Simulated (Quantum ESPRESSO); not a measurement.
# InAs (F-43m) in Quantum ESPRESSO: notebook, part 2 of 2

Quantum ESPRESSO 7.5. The steps go on from the part before.

### Step 3. Single point, PBEsol

scf.in reads:

```
&CONTROL
  calculation = 'scf'
  prefix = 'pwscf'
  outdir = './tmp'
  pseudo_dir = './pseudo'
/
&SYSTEM
  ibrav = 0
  nat = 2
  ntyp = 2
  ecutwfc = 84
  nbnd = 21
  occupations = 'smearing'
  smearing = 'fd'
  degauss = 0.00367493
  force_symmorphic = .true.
/
&ELECTRONS
  conv_thr = 4d-10
  electron_maxstep = 120
  mixing_beta = 0.5
/
ATOMIC_SPECIES
In   114.8180 In.upf
As    74.9216 As.upf
CELL_PARAMETERS angstrom
   0.0000000000    3.0180000000    3.0180000000
   3.0180000000    0.0000000000    3.0180000000
   3.0180000000    3.0180000000    0.0000000000
ATOMIC_POSITIONS crystal
In     0.0000000000    0.0000000000    0.0000000000
As     0.7500000000    0.7500000000    0.7500000000
K_POINTS automatic
10 10 10 0 0 0
```

nscf.in reads:

```
&CONTROL
  calculation = 'nscf'
  prefix = 'pwscf'
  outdir = './tmp'
  pseudo_dir = './pseudo'
/
&SYSTEM
  ibrav = 0
  nat = 2
  ntyp = 2
  ecutwfc = 84
  nbnd = 34
  occupations = 'smearing'
  smearing = 'fd'
  degauss = 0.00367493
  force_symmorphic = .true.
/
&ELECTRONS
  conv_thr = 1d-08
  diago_full_acc = .true.
  diago_thr_init = 1d-06
/
ATOMIC_SPECIES
In   114.8180 In.upf
As    74.9216 As.upf
CELL_PARAMETERS angstrom
   0.0000000000    3.0180000000    3.0180000000
   3.0180000000    0.0000000000    3.0180000000
   3.0180000000    3.0180000000    0.0000000000
ATOMIC_POSITIONS crystal
In     0.0000000000    0.0000000000    0.0000000000
As     0.7500000000    0.7500000000    0.7500000000
K_POINTS automatic
10 10 10 0 0 0
```

Potentials or basis: PseudoDojo 0.4.1 SR PBEsol standard.

The run is started by

```
> OMP_NUM_THREADS=1 pw.x -in scf.in > scf.out
> OMP_NUM_THREADS=1 pw.x -in nscf.in > nscf.out
```

scf.out:

```text
This program is part of the open-source Quantum ESPRESSO suite
     for quantum simulation of materials; please cite
[... 9 lines left out ...]
     --------------------
     sticks:   dense  smooth     PW     G-vecs:    dense   smooth      PW
     Sum        1507    1507    433                38709    38709    5985

     Using Slab Decomposition

     bravais-lattice index     =            0
     lattice parameter (alat)  =       8.0655  a.u.
     unit-cell volume          =     371.0089 (a.u.)^3
     number of atoms/cell      =            2
     number of atomic types    =            2
     number of electrons       =        28.00
     number of Kohn-Sham states=           21
     kinetic-energy cutoff     =      84.0000  Ry
     charge density cutoff     =     336.0000  Ry
     scf convergence threshold =      4.0E-10
     mixing beta               =       0.5000
     number of iterations used =            8  plain     mixing
     Exchange-correlation= PBESOL
                           (   1   4  10   8   0   0   0)

     celldm(1)=   8.065534  celldm(2)=   0.000000  celldm(3)=   0.000000
     celldm(4)=   0.000000  celldm(5)=   0.000000  celldm(6)=   0.000000

     crystal axes: (cart. coord. in units of alat)
               a(1) = (   0.000000   0.707107   0.707107 )
               a(2) = (   0.707107   0.000000   0.707107 )
               a(3) = (   0.707107   0.707107   0.000000 )

     reciprocal axes: (cart. coord. in units 2 pi/alat)
               b(1) = ( -0.707107  0.707107  0.707107 )
               b(2) = (  0.707107 -0.707107  0.707107 )
               b(3) = (  0.707107  0.707107 -0.707107 )

     PseudoPot. # 1 for In read from file:
     In.upf
     Pseudo is Norm-conserving + core correction, Zval = 13.0
     Generated using ONCVPSP code by D. R. Hamann
     Using radial grid of 1940 points,  6 beta functions with:
                l(1) =   0
                l(2) =   0
                l(3) =   1
                l(4) =   1
                l(5) =   2
                l(6) =   2

     PseudoPot. # 2 for As read from file:
     As.upf
     Pseudo is Norm-conserving + core correction, Zval = 15.0
     Generated using ONCVPSP code by D. R. Hamann
     Using radial grid of 1342 points,  6 beta functions with:
                l(1) =   0
                l(2) =   0
                l(3) =   1
                l(4) =   1
                l(5) =   2
                l(6) =   2

     atomic species   valence    mass     pseudopotential
     In               13.00   114.81800     In( 1.00)
     As               15.00    74.92160     As( 1.00)

     24 Sym. Ops. (no inversion) found

   Cartesian axes

     site n.     atom                  positions (alat units)
         1        In     tau(   1) = (   0.0000000   0.0000000   0.0000000  )
         2        As     tau(   2) = (   1.0606602   1.0606602   1.0606602  )

     number of k points=    47  Fermi-Dirac smearing, width (Ry)=  0.0037
                       cart. coord. in units 2pi/alat
        k(    1) = (   0.0000000   0.0000000   0.0000000), wk =   0.0020000
        k(    2) = (   0.0707107   0.0707107  -0.0707107), wk =   0.0160000
        k(    3) = (   0.1414214   0.1414214  -0.1414214), wk =   0.0160000
        k(    4) = (   0.2121320   0.2121320  -0.2121320), wk =   0.0160000
        k(    5) = (   0.2828427   0.2828427  -0.2828427), wk =   0.0160000
        k(    6) = (  -0.3535534  -0.3535534   0.3535534), wk =   0.0080000
[... 39 lines left out ...]
        k(   46) = (  -0.0707107  -0.3535534   0.6363961), wk =   0.0480000
        k(   47) = (  -0.7071068   0.2828427   0.0000000), wk =   0.0240000

     Dense  grid:    38709 G-vectors     FFT dimensions: (  48,  48,  48)

     Initial potential from superposition of free atoms

     starting charge      27.9963, renormalised to      28.0000
     Starting wfcs are   18 randomized atomic wfcs +    3 random wfcs

     Self-consistent Calculation

     iteration #  1     ecut=    84.00 Ry     beta= 0.50
     Davidson diagonalization with overlap
     ethr =  1.00E-02,  avg # of iterations =  5.9

     Threshold (ethr) on eigenvalues was too large:
     Diagonalizing with lowered threshold

     Davidson diagonalization with overlap
     ethr =  2.34E-04,  avg # of iterations =  2.5

     total energy              =    -344.47785449 Ry
     estimated scf accuracy    <       0.06443720 Ry
[... 43 lines left out ...]
     iteration #  8     ecut=    84.00 Ry     beta= 0.50
     Davidson diagonalization with overlap
     ethr =  7.28E-12,  avg # of iterations =  2.9

     End of self-consistent calculation

          k = 0.0000 0.0000 0.0000 (  4909 PWs)   bands (ev):

   -27.0381 -27.0381 -27.0381 -27.0293 -27.0293  -6.3629  -6.3629  -6.3629
    -6.2342  -6.2342  -3.8953   7.7722   8.0336   8.0336   8.0336  11.9087
    11.9087  11.9087  15.3975  17.7632  17.7633

          k = 0.0707 0.0707-0.0707 (  4843 PWs)   bands (ev):
[... 169 lines left out ...]
   -27.0383 -27.0376 -27.0376 -27.0294 -27.0289  -6.5369  -6.2969  -6.2865
    -6.2606  -6.2184  -1.8461   2.2262   4.8769   5.9240   9.9321  11.5872
    15.6201  15.9109  16.2829  18.5230  20.6259

          k =-0.7071 0.0000 0.0000 (  4800 PWs)   bands (ev):

   -27.0385 -27.0375 -27.0375 -27.0295 -27.0289  -6.5513  -6.2789  -6.2789
    -6.2744  -6.2113  -1.8540   2.1353   5.6771   5.6771   9.4730  10.0211
    17.1623  17.2944  17.2944  19.7226  20.2511

          k = 0.2828 0.1414 0.0000 (  4821 PWs)   bands (ev):

   -27.0382 -27.0379 -27.0379 -27.0293 -27.0292  -6.4426  -6.3379  -6.3340
    -6.2432  -6.2272  -3.2378   4.5092   6.5225   7.2628  10.4442  11.2482
    13.2313  13.3711  15.4277  17.5230  18.0702

          k = 0.3536 0.2121-0.0707 (  4817 PWs)   bands (ev):
[... 61 lines left out ...]
   -27.0381 -27.0379 -27.0376 -27.0293 -27.0290  -6.5234  -6.3114  -6.2925
    -6.2492  -6.2259  -1.8960   2.3329   4.6759   5.9102  10.7437  12.7982
    13.8756  14.8165  16.3200  18.0825  20.7797

          k =-0.7071 0.1414 0.0000 (  4824 PWs)   bands (ev):

   -27.0384 -27.0376 -27.0375 -27.0294 -27.0289  -6.5438  -6.2894  -6.2837
    -6.2653  -6.2152  -1.8356   2.1821   5.4325   5.4524  10.1037  10.6040
    15.8865  16.0636  17.6540  19.7217  20.0236

          k =-0.1414-0.4243 0.7071 (  4852 PWs)   bands (ev):
[... 7 lines left out ...]
   -27.0380 -27.0380 -27.0376 -27.0293 -27.0290  -6.5237  -6.3134  -6.2901
    -6.2487  -6.2265  -1.8705   2.3262   4.8217   5.5475  11.7598  12.2835
    13.1965  14.5327  16.9303  19.1406  19.9393

          k =-0.7071 0.2828 0.0000 (  4822 PWs)   bands (ev):

   -27.0381 -27.0379 -27.0375 -27.0293 -27.0290  -6.5301  -6.3080  -6.2865
    -6.2529  -6.2238  -1.8055   2.2658   5.0836   5.1537  11.5951  11.8734
    13.7293  14.4476  17.8076  19.7755  19.8109

     the Fermi energy is     8.1048 ev

!    total energy              =    -344.48971063 Ry
     estimated scf accuracy    <          2.7E-10 Ry
     smearing contrib. (-TS)   =      -0.00002698 Ry
     internal energy E=F+TS    =    -344.48968366 Ry

     The total energy is F=E-TS. E is the sum of the following terms:
     one-electron contribution =    -176.38936270 Ry
     hartree contribution      =     104.40427360 Ry
     xc contribution           =     -86.71476416 Ry
     ewald contribution        =    -185.78983041 Ry

     convergence has been achieved in   8 iterations

=------------------------------------------------------------------------------=
   JOB DONE.
=------------------------------------------------------------------------------=
```

Run time: 2 min. Hardware: 1 thread of Arm Neoverse V2, shared host; peak memory 0.13 GiB.

Results:

```
Band gap on the k mesh, mean-field level : none (metal or under the smearing width)
```

Levels at points of the mesh, in eV from the Fermi level:
```tsv
k point	band 11	band 12	band 13	band 14	band 15	band 16	band 17	band 18
(0.00, 0.00, 0.00)	-12.00	-0.33	-0.07	-0.07	-0.07	3.80	3.80	3.80
(0.00, 0.00, -0.50)	-10.51	-5.91	-1.07	-1.07	0.82	4.57	4.57	6.68
(0.00, -0.50, -0.50)	-9.96	-5.97	-2.43	-2.43	1.37	1.92	9.06	9.19
```

Caveat: this crystal is a semiconductor, whose small gap the functional closes, so the metal is an error of the method.

### Step 4. Comparison with measurements

Step 2. A measured gap of InAs is 0.418 eV (direct; 4.2 K; a printed reference work, data compilation); the calculated 0.00 eV misses it by -0.42 eV. Spin-orbit coupling on As, In is left out. The value is that of PBE on a finite k mesh, which can miss the band edges, without temperature or zero-point motion. Semilocal functionals fall short of measured gaps as a rule.

Step 3. Measured gap of InAs: 0.418 eV (direct; 4.2 K; a printed reference work, data compilation). This calculation gives 0.00 eV (-0.42 eV). Spin-orbit coupling on As, In is left out. The value is that of PBEsol on a finite k mesh, which can miss the band edges, without temperature or zero-point motion. Semilocal functionals fall short of measured gaps as a rule.
